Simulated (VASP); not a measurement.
Crystal: BN.

```xyz
2
Lattice="0.0000 1.8130 1.8130 1.8130 0.0000 1.8130 1.8130 1.8130 0.0000" Properties=species:S:1:pos:R:3 pbc="T T T"
N     0.9065    0.9065    0.9065
B     0.0000    0.0000    0.0000
```

The cell is a database's computed one.

| Property | Result |
| --- | --- |
| Program | VASP 6.6.1 |
| Task | relaxation of cell and atoms |
| Functional | AM05 |
| Potentials or basis | VASP PAW PBE potentials, release 64 (N, B) |
| Cutoff | 600 eV |
| k mesh | 13 × 13 × 13 |
| Occupations | fermi-dirac, width 0.05 eV |
| Spin | no spin polarisation |

At the start: pressure -6.6 GPa; volume 5.96 Å³/atom.

Problem. Where does the relaxation end?

Solution. Over 3 steps the energy falls by 2.2 meV/atom and the volume is 5.86 Å³/atom (-1.7 %); space group F-43m (No. 216, to 0.05 Å).

The path:
```
step  energy change (eV)  largest force (eV/Å)  pressure (GPa)  volume (Å³)
   1              0.0000                0.0000           -6.62        11.92
   2              0.0003                0.0000            7.24        11.50
   3             -0.0044                0.0000           -0.13        11.71
```

Final structure:
```
N B
1.0
     0.00000    1.80237    1.80237
     1.80237    0.00000    1.80237
     1.80237    1.80237    0.00000
N B
1 1
Direct
  0.25000 0.25000 0.25000
  0.00000 0.00000 0.00000
```

Caveat: the PAW data sets were made with another functional, which shifts forces and pressure a little.
